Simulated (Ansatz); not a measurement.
# Stack of 1T-PtSSe under 1T-SnSSe, upper layer turned by 180° in a perpendicular field, part 2 of 2

What dipole does a perpendicular field induce in the stack of 1T-PtSSe under 1T-SnSSe, upper layer turned by 180°, and does the gap follow? A positive field points along +c.

Ansatz 0.2.0; plane-wave DFT, PBE-D3(BJ), Ansatz PAW.

So far. Step 2 (Relaxing the slab): The lattice constant a goes from 3.723 to 3.691 Å.

## (3) Single point, field 0, start network

A sawtooth potential applies the field, turning back in the middle of the vacuum. With the dipole correction the typed value is the field outside the slab. The induced dipole is small, so the SCF threshold is tight.

The cell differs from the one that the last finished run ended in (c 45.420 → 26.270 Å).

Contents of input.yaml:

```yaml
crystal:
  lattice:
    - [3.6913129478, 0.0, 0.0]
    - [-1.8456564739, 3.1967707861, 0.0]
    - [0.0, 0.0, 26.2702384376]
  atoms:
    - { symbol: Se, position: [0.6666666667, 0.3333333333, 0.3425930077] }
    - { symbol: Pt, position: [0.0, 0.0, 0.3927243574] }
    - { symbol: S, position: [0.3333333333, 0.6666666667, 0.4372855581] }
    - { symbol: Se, position: [0.6666666667, 0.3333333333, 0.5387868076] }
    - { symbol: Sn, position: [0.3333333333, 0.6666666667, 0.6011401888] }
    - { symbol: S, position: [0.0, 0.0, 0.6574069923] }
kpoints:
  mp_grid: { grid: [12, 12, 1] }
  band_path:
    path: [[0, 0, 0], [0.5, 0, 0], [0.33333333, 0.33333333, 0], [0, 0, 0]]
    npoints: 16
hamiltonian:
  xc: pbe
  dispersion: d3bj
scf:
  occupations: { method: fermi_dirac, width: 0.02585 }
  convergence: { dr2_threshold: 1.0e-10 }
efield:
  axis: 3
  dipole_correction: true
  ramp_position: 0.97
  ramp_width: 0.06
  amplitude: 0
output:
  dos: { projected: true, e_range: [-6, 5] }
  write_potential: true
  write_density: true
  volumetric_format: npy
  elf: true
```

Run with:

```
$ ansatz run input.yaml --threads 2 --pin off --max-ram 4096MiB --backend cpu --events-out ev --progress --plain --runs-dir out
```

Numbers of over 12 decimals in the logs are rounded to 6 here.

What it wrote:

```text
[...]
Crystal: 6 atoms, lattice volume = 309.996 Å³
Basis set: ecut = 420 eV, 6111 PW (Γ)
Bands: 46, of which v1, the nominal top of the filled ones, is band 38 counted from 1 (37 counted from 0)
Symmetry: 6 space group operations
[...]
k-points: 19 of 144 (time reversal used)
[...]
SCF iter   1: F=—  HF=-31293.489743 eV  |F-HF|=—  |Δ(HF+E_count)|=         —  Δρ=1.60e-3  dr2=2.14e-2  ethr=1.77e-3  p=-0.055 e·Å  D=-3.18e-2 V/Å  ΔV_dip=0.84 eV  dr2_dipole=3.56e-3  V_vac-E_F(+/−)=5.69/4.85 eV  ⟨swp⟩=10.4  Hψ=4071  notcnv=0  defer=4
efield: sawtooth ramp at fractional position 0.9700 (set: `efield.ramp_position`, or a place that a band, a saddle search or an elastic batch's reference lends), width 0.0600; the density the first Hamiltonian is built on has a dipole p = -0.055 e·Å; the dipole correction subtracts the counter field D = -3.18e-2 V/Å, which shifts the + side's vacuum level by +0.84 eV against the − side's; the planar-averaged density in the ramp window peaks in size at 1.1e-5 e/Å³
[...]
SCF iter   2: F=—  HF=-31293.490722 eV  |F-HF|=—  |Δ(HF+E_count)|=   9.78e-4  Δρ=1.09e-3  dr2=2.31e-2  ethr=2.82e-5  p=-0.030 e·Å  D=-1.77e-2 V/Å  ΔV_dip=0.47 eV  dr2_dipole=9.58e-3  V_vac-E_F(+/−)=5.51/5.04 eV  ⟨swp⟩=3.2  Hψ=1679  notcnv=0  defer=52
[...]
SCF iter  13: F=-31293.488676 eV  HF=-31293.488676 eV  |F-HF|=0.00e0  |Δ(HF+E_count)|=  5.82e-11  Δρ=5.24e-8  dr2=4.11e-11  ethr=1.00e-12  p=-0.044 e·Å  D=-2.56e-2 V/Å  ΔV_dip=0.67 eV  dr2_dipole=1.71e-11  V_vac-E_F(+/−)=5.60/4.93 eV  ⟨swp⟩=2.0  Hψ=1596  notcnv=0
SCF 1 converged in 13 iterations: F = -31293.488676 eV  dr2 = 4.11e-11
[...]
NSCF: frozen V_eff on 49 k-points
efield: sawtooth ramp at fractional position 0.9700 (kept from the solve that this one continues, or follows in the run), width 0.0600; the density the first Hamiltonian is built on has a dipole p = -0.044 e·Å; the dipole correction subtracts the counter field D = -2.56e-2 V/Å, which shifts the + side's vacuum level by +0.67 eV against the − side's; the planar-averaged density in the ramp window peaks in size at 1.0e-5 e/Å³
[...]
SCF converged after 13 iterations
Free energy (F): -31293.488676 eV
[...]
Internal energy: -31293.488675 eV  (E = F + TS)
E sigma→0 (E₀):  -31293.488675 eV
Entropy (-TS):   -0.000001 eV (-0.000 meV/atom)
Fermi energy:    1.084182 eV
Dipole field:    D = -0.025580 V/Å  (p = -0.043822 e·Å, saw-weighted, corrected)
Work function:   Φ+ = 5.5997 eV   Φ− = 4.9277 eV
Levels:          The Fermi level and band energies are counted from a zero that moves with the ramp; work functions are not
[...]
--- Band table (eV; the first three rows and the last of 19) ---
  k-point 0: bands = [... 34 lower, 0.0600, 0.2198, 0.4997, 0.4997, 2.6200, 3.3310, 3.3310, 3.9742, ... 4 higher]
  k-point 1: bands = [... 34 lower, 0.0742, 0.0903, 0.4816, 0.6253, 2.7453, 3.0094, 3.2188, 4.3912, ... 4 higher]
  k-point 2: bands = [... 34 lower, -0.0272, 0.0271, 0.4057, 0.7647, 2.0996, 2.9941, 3.0131, 4.7568, ... 4 higher]
  k-point 18: bands = [... 34 lower, -0.8632, -0.6831, -0.5205, -0.4943, 1.8443, 2.5779, 2.6724, 5.5514, ... 4 higher]
```

Wall time 59 s (2 threads of AMD EPYC (Zen 3), shared host); peak memory 0.84 GiB.

Numbers from this step:

```yaml
dipole_along_the_normal: -0.04382 e·Å
gap_along_the_path: 0.5408 eV
smallest_direct_gap_along_the_path: 1.271 eV
step_between_the_vacuum_levels: 0.6720 eV
ionisation_energy_upper_face: 5.878 eV
electron_affinity_upper_face: 5.337 eV
ionisation_energy_lower_face: 5.206 eV
gap_the_smaller_of_path_and_mesh: 0.5408 eV
```

Running mean over a fixed 2.8 Å (it still follows the layers) of the planar mean; the ramp of the sawtooth is left out. Electron's electrostatic potential energy less the Fermi level against z:

```
z (Å)  electron's electrostatic potential energy less the Fermi level (eV)
    4                                                                 4.93
    5                                                                 4.92
    6                                                                 4.88
    7                                                                 4.03
    8                                                                 1.00
    9                                                                -4.43
   10                                                                -8.45
   11                                                                -7.71
   12                                                                -2.30
   13                                                              -0.0421
   14                                                                -1.46
   15                                                                -3.37
   16                                                                -4.30
   17                                                                -2.86
   18                                                                0.275
   19                                                                 4.19
   20                                                                 5.53
   21                                                                 5.60
   22                                                                 5.60
   23                                                                 5.60
```

The density of states has structure finer than the step of the table below, so its rows give means over 0.2 eV, whole bins alone (the curve runs from -6 to 2.24 eV). Peaks (eV: height): -5.72: 15.8, -5.37: 12.7, -4.90: 13.5, -4.43: 16.2, -2.94: 13.7, 1.31: 13.9, 1.75: 13.7.

The density of states by energy, zero at the Fermi level of the run, which the smearing sets inside the gap; means over each step:

```
energy (eV)  density of states (states/eV a cell)
       -5.8                                  4.48
       -5.6                                  5.56
       -5.4                                  6.17
       -5.2                                  2.93
       -5.0                                  1.78
       -4.8                                  5.37
       -4.6                                  1.30
       -4.4                                  7.64
       -4.2                                  4.74
       -4.0                                  4.31
       -3.8                                  4.66
       -3.6                                  3.44
       -3.4                                  3.35
       -3.2                                  5.21
       -3.0                                  7.47
       -2.8                                  7.10
       -2.6                                  3.19
       -2.4                                  3.44
       -2.2                                  5.69
       -2.0                                  5.88
       -1.8                                  7.04
       -1.6                                  5.08
       -1.4                                  4.54
       -1.2                                  6.49
       -1.0                                  5.46
       -0.8                                  2.70
       -0.6                                  2.14
       -0.4                                  2.00
       -0.2                                0.0939
        0.0                                     0
        0.2                                0.0199
        0.4                                 0.582
        0.6                                 0.889
        0.8                                  2.53
        1.0                                  5.09
        1.2                                  1.86
        1.4                                  5.82
        1.6                                  4.41
        1.8                                  6.64
        2.0                                  1.94
```

Projected DOS per atom over height of the atomic layer and energy from the Fermi level. Layers: Se Pt S Se Sn S from below.

Ten even steps from '0' (0.00 states/eV) to '9' (3.09 states/eV), each cell a mean:
```
100000
434121
322111
222111
000000
000000
000000
101100
313402
323403
222405
343304
221102
292113
060324
030112
161111
373112
131111
110111
374111
283000
```
Columns: height of the atomic layer (Å) from 9 to 17.3 (not evenly spaced); rows upwards: energy from the Fermi level (eV) from -5.96 to 2.23.

Electronic bands along the path, in eV, zero at the Fermi level of the run, which the smearing sets inside the gap:

```
  point  band 35  band 36  band 37  band 38  band 39  band 40  band 41  band 42
      Γ    -1.02    -0.86    -0.58    -0.58     1.54     2.25     2.25     2.89
halfway    -1.34    -1.30    -0.82    -0.64     0.84     1.43     1.84     3.85
      M    -2.63    -2.36    -1.26    -1.13     0.26     1.71     2.01     3.50
halfway    -2.14    -1.89    -1.69    -1.21     0.93     1.31     1.76     4.46
      K    -1.95    -1.77    -1.60    -1.58     0.76     1.49     1.59     4.47
halfway    -1.59    -1.44    -1.37    -0.52     1.04     1.30     1.77     4.37
      Γ    -1.02    -0.86    -0.58    -0.58     1.54     2.25     2.25     2.89
```

Valence density in the ca plane at fractional y = 0.000, with atoms of Pt and S within 0.2 Å of it. It is the smooth field of the valence electrons, not physical close to the nuclei.

Ten steps, logarithmic in the rise over the least value, from '0' (0 e/Å³) to '9' (11 e/Å³), each cell a mean:
```
00000136999631000000000012454443100000000000
00001134777431100001111112344442100000000000
00011223444322100011222122233321000000000000
00012222222222111122332222222110000000000000
00012332222232211123333332211000000000000000
00012232222222211123333222211100000000000000
00011223333322110112222222222211000000000000
00001224565421100011111112344432000000000000
00001136898631000000000112454543100000000000
00000147999741000000000012442453100000000000
```
Columns run along c (16.0 Å, from fractional 0.27 to 0.87 of the cell), rows up along a (3.7 Å). Atoms in or near the plane, at fractional coordinates: Pt at (0.39, 0.00), S at (0.66, 0.00).

Electrostatic potential energy in the ca plane at fractional y = 0.000, with atoms of Pt and S within 0.2 Å of it. With pseudopotentials it is smooth inside the atoms' cores, unlike the true potential.

Ten even steps from '0' (-39 eV) to '9' (6 eV), each cell a mean:
```
99999999999999999999970000279999999999998401
99999999999999999999984101589999999999998742
99999999999999999999988667899999999998888887
99999999999999999998888888888999998888777889
99999999999999999998778999888999988788767889
99999999999999999998888999888999988888767889
99999999999999999999888878889999998888878888
99999999999999999999986324789999999999888865
99999999999999999999972000389999999999998610
99999999999999999999960000179999999999998302
```
Columns run along c (16.0 Å, from fractional 0.06 to 0.67 of the cell; values clipped at the 3rd and 97th percentile), rows up along a (3.7 Å). Atoms in or near the plane, at fractional coordinates: Pt at (0.39, 0.00), S at (0.66, 0.00).

ELF in the ca plane at fractional y = 0.000, with atoms of Pt and S within 0.2 Å of it. It is the smooth field of the valence electrons, not physical close to the nuclei.

Ten even steps from '0' (0.00) to '9' (0.92), each cell a mean:
```
00001235777532000000000026862599963100000000
00011233565322100012211125888999852100000000
01234443333343200145543223678887521000000000
12466664222466410367775322344432100000000000
24677764212566520378876322221000000000000000
13567664212566520377875322222211000000000000
01345554322455310256664322467665310000000000
00112333444332100123332124788998742000000000
00001234676432000000100025886799863100000000
00001246777642100000000026850399974100000000
```
Columns run along c (16.0 Å, from fractional 0.27 to 0.87 of the cell), rows up along a (3.7 Å). Atoms in or near the plane, at fractional coordinates: Pt at (0.39, 0.00), S at (0.66, 0.00).

The gap is 0.54 eV, with the valence edge 5.88 eV and the conduction edge 5.34 eV under the upper vacuum level. Spin-orbit coupling, left out in this run, matters for the bands of elements this heavy.

## (4) Atoms held, field 0.1 V/Å

Changes to input.yaml since step 3:

```diff
@@ -26,7 +26,6 @@
   dipole_correction: true
-  ramp_position: 0.97
-  ramp_width: 0.06
-  amplitude: 0
+  ramp_position: 0.9524
+  ramp_width: 0.0895
+  amplitude: 0.1
 output:
-  dos: { projected: true, e_range: [-6, 5] }
   write_potential: true
@@ -34,2 +33 @@
   volumetric_format: npy
-  elf: true
```

What it wrote:

```text
[...]
Crystal: 6 atoms, lattice volume = 309.996 Å³
Basis set: ecut = 420 eV, 6111 PW (Γ)
Bands: 46, of which v1, the nominal top of the filled ones, is band 38 counted from 1 (37 counted from 0)
Symmetry: 6 space group operations
[...]
k-points: 19 of 144 (time reversal used)
[...]
k-point 0: bands = [... 34 lower, 0.0347, 0.2132, 0.5168, 0.5168, 2.6472, 3.3024, 3.3024, 3.9964, ... 4 higher]
  k-point 1: bands = [... 34 lower, 0.0498, 0.0809, 0.4988, 0.6179, 2.7431, 3.0106, 3.1902, 4.4149, ... 4 higher]
  k-point 2: bands = [... 34 lower, -0.0630, 0.0046, 0.4225, 0.7502, 2.0747, 2.9846, 3.0178, 4.7864, ... 4 higher]
  k-point 18: bands = [... 34 lower, -0.8720, -0.6546, -0.5219, -0.5182, 1.8216, 2.5518, 2.6895, 5.5702, ... 4 higher]
[key lines of the parts left out:]
SCF converged after 14 iterations
Free energy (F): -31293.487493 eV
Fermi energy:    1.090650 eV
Dipole field:    D = 0.011771 V/Å  (p = 0.020165 e·Å, saw-weighted, corrected)
```

Run time: 60 s. Hardware: 2 threads; peak memory 0.73 GiB; 2 min of CPU time.

The dipole is 0.0202 e·Å, 0.0640 e·Å from its value without field, and the gap 0.579 eV.

## (5) Single point, field -0.1 V/Å

Changes to input.yaml since step 4:

```diff
@@ -28,3 +28,3 @@
   ramp_width: 0.0895
-  amplitude: 0.1
+  amplitude: -0.1
 output:
```

What it wrote:

```text
[...]
Crystal: 6 atoms, lattice volume = 309.996 Å³
Basis set: ecut = 420 eV, 6111 PW (Γ)
Bands: 46, of which v1, the nominal top of the filled ones, is band 38 counted from 1 (37 counted from 0)
Symmetry: 6 space group operations
[...]
k-points: 19 of 144 (time reversal used)
[...]
k-point 0: bands = [... 34 lower, 0.0879, 0.2301, 0.4860, 0.4860, 2.5954, 3.3629, 3.3629, 3.9546, ... 4 higher]
  k-point 1: bands = [... 34 lower, 0.1009, 0.1064, 0.4680, 0.6364, 2.7445, 3.0172, 3.2506, 4.3702, ... 4 higher]
  k-point 2: bands = [... 34 lower, 0.0119, 0.0513, 0.3931, 0.7826, 2.1272, 2.9736, 3.0448, 4.7286, ... 4 higher]
  k-point 18: bands = [... 34 lower, -0.8554, -0.7085, -0.5120, -0.4672, 1.8689, 2.6071, 2.6594, 5.5347, ... 4 higher]
[key lines of the parts left out:]
SCF converged after 15 iterations
Free energy (F): -31293.496253 eV
Fermi energy:    1.080810 eV
Dipole field:    D = -0.062878 V/Å  (p = -0.107719 e·Å, saw-weighted, corrected)
```

It took 63 s on 2 threads; peak memory 0.74 GiB.

The dipole is -0.108 e·Å, -0.0639 e·Å from its value without field, and the gap 0.501 eV.

## (6) Response, atoms held

This step: plane-wave DFT, PBE-D3(BJ), Ansatz PAW; response to a field along the normal, atoms held (Ansatz 0.2.0).

The dipoles give the slope, and the difference of two potentials shows where the field is screened.

Numbers from this step:

```yaml
equivalent_conductor_thickness_p_eps_0ae: 9.805 Å
distance_between_the_outer_atoms: 8.270 Å
```

The dipole of the cell by applied field:

```
applied field (V/Å)  dipole of the cell (e·Å)
            -0.1000                    -0.108
             0.0000                   -0.0438
             0.1000                    0.0202
```

Local field over the applied field, running mean. From the potentials at -0.1 and 0.1 V/Å; running mean over 2.8 Å. Table of local field over applied field by z:

```
z (Å)  local field over applied field
    5                           0.993
    6                           0.950
    7                           0.770
    8                           0.458
    9                           0.161
   10                          0.0314
   11                          0.0605
   12                           0.145
   13                           0.159
   14                           0.100
   15                          0.0539
   16                          0.0533
   17                           0.158
   18                           0.421
   19                           0.743
   20                           0.947
   21                           0.994
   22                           0.999
```

Electrons, planar mean, per unit field. The induced electron density by z:

z (Å), induced electron density (e/Å³ per V/Å) and a bar from the least value:
```
      4.5    0.00001 ###############
      5.0    0.00003 ###############
      5.5    0.00008 ###############
      6.0    0.00021 ################
      6.5    0.00053 #################
      7.0    0.00124 #####################
      7.5    0.00251 ##########################
      8.0    0.00330 ##############################
      8.5    0.00177 #######################
      9.0    0.00107 ####################
      9.5    0.00046 #################
     10.0   -0.00010 ##############
     10.5   -0.00025 ##############
     11.0   -0.00024 ##############
     11.5   -0.00081 ###########
     12.0   -0.00107 ##########
     12.5   -0.00068 ############
     13.0    0.00082 ###################
     13.5    0.00112 ####################
     14.0    0.00079 ###################
     14.5    0.00051 #################
     15.0   -0.00084 ###########
     15.5   -0.00057 ############
     16.0    0.00047 #################
     16.5    0.00065 ##################
     17.0   -0.00091 ###########
     17.5   -0.00139 #########
     18.0   -0.00328 
     18.5   -0.00300 #
     19.0   -0.00148 ########
     19.5   -0.00058 ############
     20.0   -0.00020 ##############
     20.5   -0.00007 ###############
     21.0   -0.00002 ###############
     21.5   -0.00001 ###############
     22.0    0.00000 ###############
```

The smaller of the gaps on the path and on the k-mesh, counted as 0 under 0.03 eV. The gap by applied field:

```
applied field (V/Å)  gap (eV)
            -0.1000     0.501
             0.0000     0.541
             0.1000     0.579
```

By hand: between -0.1 and 0.1 V/Å the dipole changes by 0.1279 e·Å, a slope of 0.6394 e·Å²/V. A perfect conductor of thickness t has p = ε₀AEt, so t = 180.95 × 0.6394 / 11.800 = 9.81 Å (e/ε₀ = 180.95 V·Å, A in Å²).

The induced dipole is that of a conductor 9.81 Å thick.

## (7) Summary of results

| Quantity | Value |
| --- | --- |
| gap without field | 0.541 eV |
| ionisation energy, upper face | 5.88 eV |
| electron affinity, upper face | 5.34 eV |
| step between the vacuum levels | 0.672 eV |
| equivalent conductor thickness, atoms held | 9.81 Å |

What this shows: The induced dipole equals that of a perfect conductor 9.81 Å thick, while the outer atoms lie 8.27 Å apart; an out-of-plane ε follows only once a thickness t is chosen, by 1 − 1/ε = 9.81 Å / t. The two faces differ: the vacuum level above lies 0.67 eV higher than the one below. The gap goes from 0.54 eV to 0.50 eV at -0.1 V/Å. Semilocal functionals give gaps that are too small, and excitons are not included. Spin-orbit coupling is left out, which matters for the bands of elements this heavy.

[Logs are printed without paths, hosts, clocks, repeated set-up lines and the standing remarks that a program may print on its own settings, such as how far it seeks lower states.]

[Hosts, paths, dates, database ids (printed as entryN), source tags and the programs' standing remarks are cut or masked in the printed files.]

[Maps of the electrostatic potential energy from Ansatz leave out the sawtooth potential of an applied field or a dipole correction, so their vacuum need not be flat; planar profiles and work functions include it.]

[The density of states shown here was stored with 400 of the rows of the run's finer table, so its peaks can read low, often by over a quarter, or be missed, and its means over a window can be off by a tenth or more.]
